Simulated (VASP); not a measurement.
# Yb (P6_3/mmc) in VASP: runs at scaled volumes

Single points of Yb at other volumes, in PBE.

All numbers are computed with VASP 6.6.1; they aren't measurements. Logs are shortened: lines on timing, memory, paths and dates and some standing lists are left out, and cuts for length are marked.

### Step 1. The undisturbed crystal

It takes space group P6_3/mmc (No. 194, hexagonal). Conventional cell: a = 3.880 Å, b = 3.880 Å, c = 6.386 Å, α = 90.00°, β = 90.00°, γ = 120.00°. Yb (site symmetry -6m2) is surrounded by 12 Yb at 3.88 to 3.90 Å.

This isn't the form of Yb at room conditions, which is fcc.

### Step 2. Equation of state, PBE, collinear spin, ferromagnetic start, 39.13 Å³/atom (volume scaled by 0.94)

Contents of INCAR:

```
ALGO = Normal ; EDIFF = 1E-7
ENCUT = 520 ; GGA = PE
ISIF = 2 ; ISMEAR = -1
ISPIN = 2 ; LASPH = T
LCHARG = F ; LMAXMIX = 6
LORBIT = 11 ; LREAL = F
LWAVE = F ; MAGMOM = 1 1
NBANDS = 35 ; NELM = 120
PREC = Accurate ; SIGMA = 0.05
```

Contents of KPOINTS:

```
k-points
0
Gamma
  8 8 4
```

Contents of POSCAR:

```
Yb
1.0
    3.8006961432      0.0000000000      0.0000000000
   -1.9003480716      3.2914994120      0.0000000000
    0.0000000000      0.0000000000      6.2555389316
Yb
2
Direct
    0.6666666667      0.3333333333      0.7500000000
    0.3333333333      0.6666666667      0.2500000000
```

Potentials or basis: VASP PAW PBE potentials, release 64 (Yb).

Command:

```
$ cat potpaw_PBE.64/Yb/POTCAR > POTCAR
$ mpirun -np 1 vasp_std > vasp.out
```

OUTCAR:

```text
EDIFF = 1E-7
   ENCUT = 520
   GGA = PE
   ISIF = 2
   ISMEAR = -1
   ISPIN = 2
   LASPH = T
   LORBIT = 11
   LREAL = F
   NELM = 120
   PREC = Accurate

 Found     30 irreducible k-points:

 Following reciprocal coordinates:
            Coordinates               Weight
  0.000000  0.000000  0.000000      1.000000
  0.125000  0.000000  0.000000      6.000000
  0.250000  0.000000  0.000000      6.000000
  0.375000  0.000000  0.000000      6.000000
  0.500000  0.000000  0.000000      3.000000
  0.125000  0.125000  0.000000      6.000000
   k-points           NKPTS =     30   k-points in BZ     NKDIM =     30   number of bands    NBANDS=     35
   number of dos      NEDOS =    301   number of ions     NIONS =      2
   total plane-waves  NPLWV =  37632
   dimension x,y,z NGX =    28 NGY =   28 NGZ =   48
   dimension x,y,z NGXF=    56 NGYF=   56 NGZF=   96
   ions per type =               2
   NGX,Y,Z   is equivalent  to a cutoff of  12.25, 12.25, 12.76 a.u.
   NGXF,Y,Z  is equivalent  to a cutoff of  24.49, 24.49, 25.51 a.u.
 SYSTEM =  unknown system
   PREC   = accura    normal or accurate (medium, high low for compatibility)
   ISTART =      0    job   : 0-new  1-cont  2-samecut
   ICHARG =      2    charge: 1-file 2-atom 10-const
   ISPIN  =      2    spin polarized calculation?
   LNONCOLLINEAR =      F non collinear calculations
   LSORBIT =      F    spin-orbit coupling
   LASPH  =      T    aspherical Exc in radial PAW
   ENCUT  =  520.0 eV  38.22 Ry    6.18 a.u.   7.07  7.07 11.63*2*pi/ulx,y,z
   NELM   =    120;   NELMIN=  2; NELMDL= -5     # of ELM steps
   EDIFF  = 0.1E-06   stopping-criterion for ELM
   LREAL  =      F    real-space projection
   EDIFFG = 0.1E-05   stopping-criterion for IOM
   NSW    =      0    number of steps for IOM
   IBRION =     -1    ionic relax: 0-MD 1-quasi-New 2-CG
   NFREE  =      0    steps in history (QN), initial steepest desc. (CG)
   ISIF   =      2    stress and relaxation
   ISYM   =      2    0-nonsym 1-usesym 2-fastsym
   POTIM  = 0.5000    time-step for ionic-motion
   TEBEG  =    0.0;   TEEND  =   0.0 temperature during run
   PSTRESS=    0.0 pullay stress
   NELECT =      48.0000    total number of electrons
   NUPDOWN=      -1.0000    fix difference up-down
   EMIN   =  10.00;   EMAX   =-10.00  energy-range for DOS
   EFERMI =   0.00;   METHOD = LEGACY
   ISMEAR =    -1;   SIGMA  =   0.05  broadening in eV -4-tet -1-fermi 0-gaus
   EFERMI_NEDOS =   21; number of points for ismear=-14 and -15
   IALGO  =     38    algorithm
   IMIX   =      4    mixing-type and parameters
     AMIX     =   0.40;   BMIX     =  1.00
     AMIX_MAG =   1.60;   BMIX_MAG =  1.00
  volume/ion in A,a.u.               =      39.13       264.05
  Fermi-wavevector in a.u.,A,eV,Ry     =   1.390960  2.628534 26.324146  1.934770
  Thomas-Fermi vector in A             =   2.514845
   LORBIT       =     11    0 simple, 1 ext, 2 COOP (PROOUT), +10 PAW based schemes
   GGA     = PE    functional components
   LHFCALC =     F    Hartree Fock is set to
   AEXX    =    0.0000 exact exchange contribution
   IVDW    =     0    specifies the selected vdW correction
   LEPSILON=     F    determine dielectric tensor
   LRPA    =     F    only Hartree local field effects (RPA)
 spin polarized calculation
  energy-cutoff  :      520.00
  volume of cell :       78.26
 maximum number of plane-waves:      2132
   NGX = 15   NGY = 15   NGZ = 23

 number of electron      47.9999993 magnetization      -0.0013625

 number of electron      47.9999993 magnetization       0.0002275

 Free energy of the ion-electron system (eV)
  ---------------------------------------------------
  ext. energy  EPLUGINS =         0.00000000
  ---------------------------------------------------
  free energy    TOTEN  =        -7.09499820 eV

  energy without entropy =       -7.06031891  energy(sigma->0) =       -7.07765855

 E-fermi :   1.3161     XC(G=0):  -9.0778

 val. band max:        1.3053552867   @ k =   0.5000   0.0000   0.0000
 cond. band min:       1.3213949670   @ k =   0.2500   0.1250   0.0000
 fundamental gap:      0.0160396803
 Fermi energy:         1.3160659912

 spin component 1

 k-point     1 :       0.0000    0.0000    0.0000
  band No.  band energies     occupation
      1     -50.4759      1.00000
      2     -50.4654      1.00000
      3     -22.9575      1.00000
      4     -22.7433      1.00000
      5     -22.7433      1.00000
      6     -22.7099      1.00000
[... 27 lines left out ...]
     34       6.9582      0.00000
     35       7.8798      0.00000

 k-point     2 :       0.1250    0.0000    0.0000
  band No.  band energies     occupation
      1     -50.4744      1.00000
      2     -50.4646      1.00000
      3     -22.9453      1.00000
      4     -22.7723      1.00000
      5     -22.7523      1.00000
      6     -22.7396      1.00000
[... 27 lines left out ...]
     34       7.3592      0.00000
     35       7.8728      0.00000

 k-point     3 :       0.2500    0.0000    0.0000
  band No.  band energies     occupation
      1     -50.4707      1.00000
      2     -50.4629      1.00000
      3     -22.9125      1.00000
      4     -22.8427      1.00000
      5     -22.8101      1.00000
      6     -22.7733      1.00000
[... 27 lines left out ...]
     34       7.4629      0.00000
     35       8.1105      0.00000

 k-point     4 :       0.3750    0.0000    0.0000
  band No.  band energies     occupation
      1     -50.4667      1.00000
      2     -50.4616      1.00000
      3     -22.9133      1.00000
      4     -22.8778      1.00000
      5     -22.8713      1.00000
      6     -22.7936      1.00000
[... 27 lines left out ...]
     34       7.5551      0.00000
     35       8.8427      0.00000

 k-point     5 :       0.5000    0.0000    0.0000
  band No.  band energies     occupation
      1     -50.4648      1.00000
      2     -50.4613      1.00000
      3     -22.9426      1.00000
      4     -22.9051      1.00000
      5     -22.8475      1.00000
      6     -22.8018      1.00000
[... 27 lines left out ...]
     34       7.7596      0.00000
     35       7.9958      0.00000

 k-point     6 :       0.1250    0.1250    0.0000
  band No.  band energies     occupation
      1     -50.4718      1.00000
      2     -50.4634      1.00000
      3     -22.9227      1.00000
      4     -22.8139      1.00000
      5     -22.7992      1.00000
      6     -22.7601      1.00000
[... 27 lines left out ...]
     34       7.6239      0.00000
     35       8.0425      0.00000

 [... further k-points ...]

 spin component 2

 k-point     1 :       0.0000    0.0000    0.0000
  band No.  band energies     occupation
      1     -50.4757      1.00000
      2     -50.4652      1.00000
      3     -22.9577      1.00000
      4     -22.7433      1.00000
      5     -22.7433      1.00000
      6     -22.7100      1.00000
[... 27 lines left out ...]
     34       6.9578      0.00000
     35       7.8796      0.00000

 k-point     2 :       0.1250    0.0000    0.0000
  band No.  band energies     occupation
      1     -50.4742      1.00000
      2     -50.4644      1.00000
      3     -22.9454      1.00000
      4     -22.7723      1.00000
      5     -22.7523      1.00000
      6     -22.7396      1.00000
[... 27 lines left out ...]
     34       7.3588      0.00000
     35       7.8725      0.00000

 k-point     3 :       0.2500    0.0000    0.0000
  band No.  band energies     occupation
      1     -50.4705      1.00000
      2     -50.4627      1.00000
      3     -22.9126      1.00000
      4     -22.8427      1.00000
      5     -22.8101      1.00000
      6     -22.7733      1.00000
[... 27 lines left out ...]
     34       7.4626      0.00000
     35       8.1101      0.00000

 k-point     4 :       0.3750    0.0000    0.0000
  band No.  band energies     occupation
      1     -50.4665      1.00000
      2     -50.4614      1.00000
      3     -22.9133      1.00000
      4     -22.8778      1.00000
      5     -22.8715      1.00000
      6     -22.7936      1.00000
[... 27 lines left out ...]
     34       7.5548      0.00000
     35       8.8421      0.00000

 k-point     5 :       0.5000    0.0000    0.0000
  band No.  band energies     occupation
      1     -50.4646      1.00000
      2     -50.4611      1.00000
      3     -22.9426      1.00000
      4     -22.9051      1.00000
      5     -22.8476      1.00000
      6     -22.8018      1.00000
[... 27 lines left out ...]
     34       7.7591      0.00000
     35       7.9708      0.00000

 k-point     6 :       0.1250    0.1250    0.0000
  band No.  band energies     occupation
      1     -50.4716      1.00000
      2     -50.4632      1.00000
      3     -22.9228      1.00000
      4     -22.8139      1.00000
      5     -22.7992      1.00000
      6     -22.7601      1.00000
[... 27 lines left out ...]
     34       7.6237      0.00000
     35       8.0421      0.00000

 [... further k-points ...]
[... 5 lines left out ...]
  --------------------------------------------------------------------------------------
  -------------------------------------------------------------------------------------
  Total       -0.8796360     -0.8796360     -0.8975899      0.0000000      0.0000000      0.0000000
  in kB      -18.0090956    -18.0090956    -18.3766730      0.0000000      0.0000000      0.0000000
  external PRESSURE =     -18.1316214 kB  Pullay stress =       0.0000000 kB

 VOLUME and BASIS-vectors are now :
 -----------------------------------------------------------------------------
  energy-cutoff  :      520.00
  volume of cell :       78.26
      direct lattice vectors                 reciprocal lattice vectors
     3.800696143  0.000000000  0.000000000     0.263109694  0.151906453  0.000000000
    -1.900348072  3.291499412  0.000000000     0.000000000  0.303812906  0.000000000
     0.000000000  0.000000000  6.255538932     0.000000000  0.000000000  0.159858329

 POSITION                                       TOTAL-FORCE (eV/Angst)
 -----------------------------------------------------------------------------------
      1.90035      1.09717      4.69165        -0.000000      0.000000      0.000000
     -0.00000      2.19433      1.56388         0.000000      0.000000      0.000000
 -----------------------------------------------------------------------------------
    total drift:                               -0.000000      0.000000      0.000000

  FREE ENERGIE OF THE ION-ELECTRON SYSTEM (eV)
  ---------------------------------------------------
  free  energy   TOTEN  =        -7.0949981985 eV

  energy  without entropy=       -7.0603189098  energy(sigma->0) =       -7.07765855

 total charge

# of ion       s       p       d       f       tot
--------------------------------------------------
    1        2.217   5.982   0.231  13.633  22.063
    2        2.217   5.982   0.231  13.633  22.063
--------------------------------------------------
tot          4.434  11.964   0.463  27.265  44.126

 magnetization (x)

# of ion       s       p       d       f       tot
--------------------------------------------------
    1        0.000  -0.000  -0.000   0.000   0.000
    2        0.000  -0.000  -0.000   0.000   0.000
--------------------------------------------------
tot          0.000  -0.000  -0.000   0.001   0.001
```

It took 8.7 min on 1 thread of AMD EPYC 9R45 (Zen 5), shared host; peak memory 0.28 GiB.

Results:

| Quantity | Value |
| --- | --- |
| Free energy | -7.0950 eV |
| Pressure | -1.8 GPa |
| Band gap on the k mesh | none (metal or under the smearing width) |
| Net moment | 0.00 μB per cell |
| Valence electrons inside the program's atomic spheres | Yb 22.06 |

Caveat: spin-orbit coupling is left out, which moves the levels of the heavy elements.

### Step 3. Equation of state, PBE, collinear spin, ferromagnetic start, 39.96 Å³/atom (volume scaled by 0.96)

Contents of INCAR:

```
PREC = Accurate
ENCUT = 520
EDIFF = 1E-7
ISMEAR = -1
SIGMA = 0.05
LREAL = False
LASPH = True
NELM = 100
ALGO = Normal
ISIF = 2
LWAVE = False
LCHARG = False
ISPIN = 2
MAGMOM = 1 1
LORBIT = 11
LMAXMIX = 6
GGA = PE
NBANDS = 35
```

Contents of KPOINTS:

```
Automatic mesh
0
Gamma
  8 8 4
```

Contents of POSCAR:

```
Yb
1.0
    3.8274624909      0.0000000000      0.0000000000
   -1.9137312454      3.3146797491      0.0000000000
    0.0000000000      0.0000000000      6.2995934742
Yb
2
Direct
    0.6666666667      0.3333333333      0.7500000000
    0.3333333333      0.6666666667      0.2500000000
```

Potentials or basis: VASP PAW PBE potentials, release 64 (Yb).

Command:

```
$ cat potpaw_PBE.64/Yb/POTCAR > POTCAR
$ mpirun -np 1 vasp_std > vasp.out
```

Wall time 10 min (1 thread of AMD EPYC 9R45 (Zen 5), shared host); peak memory 0.28 GiB.

The run converged. Its results:

| Item | Value |
| --- | --- |
| Free energy | -7.0760 eV |
| Pressure | -2.4 GPa |
| Band gap on the k mesh | none (metal or under the smearing width) |
| Net moment | 0.00 μB per cell |
| Valence electrons inside the program's atomic spheres | Yb 22.06 |

Caveat: spin-orbit coupling is left out, which moves the levels of the heavy elements.
